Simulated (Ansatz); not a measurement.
## BAs under strain: ⁷⁵As NMR of the central transition

Cell: a structure deposited in the COD, relaxed with PBE at fixed cell and then changed (z stretched by 1 %, ions relaxed).

```cif
data_structure
_symmetry_space_group_name_H-M 'P 1'
_symmetry_Int_Tables_number 1
_cell_length_a 3.3948
_cell_length_b 3.3948
_cell_length_c 3.3778
_cell_angle_alpha 60.165
_cell_angle_beta 60.165
_cell_angle_gamma 59.670
_cell_volume 27.52
loop_
_atom_site_label
_atom_site_type_symbol
_atom_site_fract_x
_atom_site_fract_y
_atom_site_fract_z
_atom_site_occupancy
B1 B 0.00000 0.00000 0.00000 1
As2 As 0.25000 0.25000 0.25000 1
```

Atom numbers follow the list; atoms alike are taken as one site, whose name carries the number of the first.

Level of theory: DFT, PBE, plane waves and PAW, scalar-relativistic, 420 eV cutoff, Γ-centred 16×16×16 k-points, Fermi–Dirac smearing 0.02 eV (Ansatz 0.2.0).

⁷⁵As has I = 3/2 and Q = 311.0 mb (Pyykkö 2018); at 9.4 T its Larmor frequency is ν₀ = 68.8 MHz. Only the quadrupole interaction is simulated: positions count from each site's isotropic chemical shift, and J coupling is left out, as are shift anisotropy and dipolar coupling, which fast spinning averages.

(1) Simulate the second-order pattern (fast magic-angle spinning, Gaussian broadening 0.01 kHz) of site As (4 B at 2.08 Å).

Answers

(1) The calculation gives C_Q = 0.849 MHz and η = 0.00, so ν_Q = 0.424 MHz and the centre of gravity lies at -3.81 ppm (-0.262 kHz).

(offset (kHz), height): (-0.6825, 0), (-0.6665, 0), (-0.6505, 3), (-0.6344, 4), (-0.6184, 4), (-0.6024, 4), (-0.5864, 4), (-0.5703, 5), (-0.5543, 5), (-0.5383, 5), (-0.5222, 5), (-0.5062, 5), (-0.4902, 5), (-0.4741, 5), (-0.4581, 5), (-0.4421, 6), (-0.4260, 6), (-0.4100, 72), (-0.3940, 66), (-0.3779, 46), (-0.3619, 40), (-0.3459, 35), (-0.3298, 34), (-0.3138, 32), (-0.2978, 32), (-0.2817, 31), (-0.2657, 31), (-0.2497, 31), (-0.2336, 32), (-0.2176, 33), (-0.2016, 34), (-0.1856, 35), (-0.1695, 38), (-0.1535, 42), (-0.1375, 48), (-0.1214, 59), (-0.1054, 100), (-0.0894, 66), (-0.0733, 0), (-0.0573, 0)

An axis of threefold or higher order runs through As, so V_zz lies along it and η is zero.
